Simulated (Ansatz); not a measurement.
**Point defect: W vacancy in WS2**

Level of theory: Ansatz 0.2.0, DFT PBE, scalar-relativistic, plane waves, PAW. (420 eV cutoff, 2×2×2 k-mesh, shifted by half a step, Gaussian smearing of 0.01 eV, collinear spin)

Host crystal, relaxed:

```cif
data_structure
_symmetry_space_group_name_H-M 'P 1'
_symmetry_Int_Tables_number 1
_cell_length_a 7.6977
_cell_length_b 7.6977
_cell_length_c 7.6977
_cell_angle_alpha 23.900
_cell_angle_beta 23.900
_cell_angle_gamma 23.900
_cell_volume 65.78
loop_
_atom_site_label
_atom_site_type_symbol
_atom_site_fract_x
_atom_site_fract_y
_atom_site_fract_z
_atom_site_occupancy
W1 W 0.00068 0.00068 0.00068 1
S1 S 0.40407 0.40407 0.40407 1
S2 S 0.26395 0.26395 0.26395 1
```

Supercell of 48 atoms, rows in host cell vectors: -1 3 -1; -1 -1 3; 3 -1 -1. Atoms relax at the host's cell, keeping the symmetry that the supercell leaves at the site. The cell is small, so energies carry finite-size errors of tenths of an eV. The host's Kohn–Sham gap is 1.64 eV.

Spin-orbit coupling is left out, which matters for the bands and energies of heavy elements. The starting moments were lost, and the run ended without a moment.

Defect: W vacancy, charge 0.

Command:

```bash
ansatz run input.yaml --threads 4 --pin off --max-ram 8192MiB --backend cpu --events-out ev --progress --plain --runs-dir out
```

The input:

```yaml
crystal:
  lattice:
    - [-6.375494846, 3.6808936656, 7.4744429926]
    - [0.0, -7.3617873312, 7.4744429926]
    - [6.375494846, 3.6808936656, 7.4744429926]
  atoms:
    - { symbol: W, position: [0.5006774473, 0.5006774473, 0.0006774473] }
    - { symbol: W, position: [0.7506774473, 0.2506774473, 0.0006774473] }
    - { symbol: W, position: [0.0006774473, 0.7506774473, 0.2506774473] }
    - { symbol: W, position: [0.0006774473, 0.0006774473, 0.0006774473] }
    - { symbol: W, position: [0.2506774473, 0.5006774473, 0.2506774473] }
    - { symbol: W, position: [0.5006774473, 0.2506774473, 0.2506774473] }
    - { symbol: W, position: [0.7506774473, 0.7506774473, 0.5006774473] }
    - { symbol: W, position: [0.7506774473, 0.0006774473, 0.2506774473] }
    - { symbol: W, position: [0.0006774473, 0.5006774473, 0.5006774473] }
    - { symbol: W, position: [0.2506774473, 0.2506774473, 0.5006774473] }
    - { symbol: W, position: [0.5006774473, 0.7506774473, 0.7506774473] }
    - { symbol: W, position: [0.5006774473, 0.0006774473, 0.5006774473] }
    - { symbol: W, position: [0.7506774473, 0.5006774473, 0.7506774473] }
    - { symbol: W, position: [0.0006774473, 0.2506774473, 0.7506774473] }
    - { symbol: W, position: [0.2506774473, 0.0006774473, 0.7506774473] }
    - { symbol: S, position: [0.6540743331, 0.1540743331, 0.4040743331] }
    - { symbol: S, position: [0.9040743331, 0.9040743331, 0.4040743331] }
    - { symbol: S, position: [0.1540743331, 0.6540743331, 0.4040743331] }
    - { symbol: S, position: [0.4040743331, 0.1540743331, 0.6540743331] }
    - { symbol: S, position: [0.4040743331, 0.4040743331, 0.4040743331] }
    - { symbol: S, position: [0.6540743331, 0.9040743331, 0.6540743331] }
    - { symbol: S, position: [0.9040743331, 0.6540743331, 0.6540743331] }
    - { symbol: S, position: [0.1540743331, 0.1540743331, 0.9040743331] }
    - { symbol: S, position: [0.1540743331, 0.4040743331, 0.6540743331] }
    - { symbol: S, position: [0.4040743331, 0.9040743331, 0.9040743331], spin: 0.333 }
    - { symbol: S, position: [0.6540743331, 0.6540743331, 0.9040743331] }
    - { symbol: S, position: [0.9040743331, 0.1540743331, 0.1540743331] }
    - { symbol: S, position: [0.9040743331, 0.4040743331, 0.9040743331] }
    - { symbol: S, position: [0.1540743331, 0.9040743331, 0.1540743331], spin: 0.333 }
    - { symbol: S, position: [0.4040743331, 0.6540743331, 0.1540743331], spin: 0.333 }
    - { symbol: S, position: [0.6540743331, 0.4040743331, 0.1540743331] }
    - { symbol: S, position: [0.5139482196, 0.0139482196, 0.2639482196] }
    - { symbol: S, position: [0.7639482196, 0.7639482196, 0.2639482196] }
    - { symbol: S, position: [0.0139482196, 0.5139482196, 0.2639482196] }
    - { symbol: S, position: [0.2639482196, 0.0139482196, 0.5139482196] }
    - { symbol: S, position: [0.2639482196, 0.2639482196, 0.2639482196] }
    - { symbol: S, position: [0.5139482196, 0.7639482196, 0.5139482196] }
    - { symbol: S, position: [0.7639482196, 0.5139482196, 0.5139482196] }
    - { symbol: S, position: [0.0139482196, 0.0139482196, 0.7639482196] }
    - { symbol: S, position: [0.0139482196, 0.2639482196, 0.5139482196] }
    - { symbol: S, position: [0.2639482196, 0.7639482196, 0.7639482196], spin: 0.333 }
    - { symbol: S, position: [0.5139482196, 0.5139482196, 0.7639482196] }
    - { symbol: S, position: [0.7639482196, 0.0139482196, 0.0139482196] }
    - { symbol: S, position: [0.7639482196, 0.2639482196, 0.7639482196] }
    - { symbol: S, position: [0.0139482196, 0.7639482196, 0.0139482196], spin: 0.333 }
    - { symbol: S, position: [0.2639482196, 0.5139482196, 0.0139482196], spin: 0.333 }
    - { symbol: S, position: [0.5139482196, 0.2639482196, 0.0139482196] }
  host:
    lattice:
      - [1.5938737115, 0.9202234164, 7.4744429926]
      - [-1.5938737115, 0.9202234164, 7.4744429926]
      - [0.0, -1.8404468328, 7.4744429926]
    atoms:
      - { symbol: W, position: [0.0006774473, 0.0006774473, 0.0006774473] }
      - { symbol: S, position: [0.4040743331, 0.4040743331, 0.4040743331] }
      - { symbol: S, position: [0.2639482196, 0.2639482196, 0.2639482196] }
basis:
  ecutwfc: 420
  xc_grid: 2
kpoints:
  mp_grid: { grid: [2, 2, 2], shift: [0.5, 0.5, 0.5] }
hamiltonian:
  xc: pbe
scf:
  occupations: { method: gaussian, width: 0.01 }
output:
  forces: true
  stress: false
  eigenvalues: true
  populations: true
  charged_corrections: { defect_position: [0.25067745, 0.75067745, 0.00067745] }
  write_density: true
  write_potential: true
  elf: true
  volumetric_format: npy
magnetization:
  spin_polarized: true
relax:
  adjacent_minimum: "off"
  f_tol: 0.025
  max_steps: 45
```

From the output:

```
Warning: RAYON_NUM_THREADS=4 ignored (pool sized by the plan → 4); use --threads N
Crystal: 47 atoms, lattice volume = 1052.440 Å³
Basis set: ecut = 420 eV, 20557 PW (Γ), exchange–correlation on 144×144×144 points (8 copies of the dense FFT grid, shifted against one another)
Bands: 249, of which v1, the nominal top of the filled ones, is band 201 counted from 1 (200 counted from 0)
Symmetry: 6 space group operations
Space group: R3m (ITA 160), of the structure as read, at distance tolerance 1.0e-4 Å
k-points: 2 of 8 (time reversal used)
relax step   1: F+E_penalty+E_count = -184671.44284520 eV  Δ(F+E_penalty+E_count) = +0.000e0 eV  max|allowed force component| = 1.031e0 eV/Å  Δτ_max = 0.0000 Å
relax step   2: F+E_penalty+E_count = -184671.43699637 eV  Δ(F+E_penalty+E_count) = +5.849e-3 eV  max|allowed force component| = 6.183e-1 eV/Å  Δτ_max = 0.1358 Å
relax step   3: F+E_penalty+E_count = -184671.69617870 eV  Δ(F+E_penalty+E_count) = -2.533e-1 eV  max|allowed force component| = 5.682e-2 eV/Å  Δτ_max = 0.0657 Å
relax step   4: F+E_penalty+E_count = -184671.69753726 eV  Δ(F+E_penalty+E_count) = -1.359e-3 eV  max|allowed force component| = 1.049e-2 eV/Å  Δτ_max = 0.0063 Å
SCF converged after 8 iterations
Free energy (F): -184671.697537 eV
E sigma→0 (E₀):  -184671.697537 eV
Fermi energy:    7.787104 eV
```

The relaxation gained 0.25 eV in 4 steps. Time: 11 min on 4 threads of Arm Neoverse N1, on a shared host, peak memory 4.7 GiB.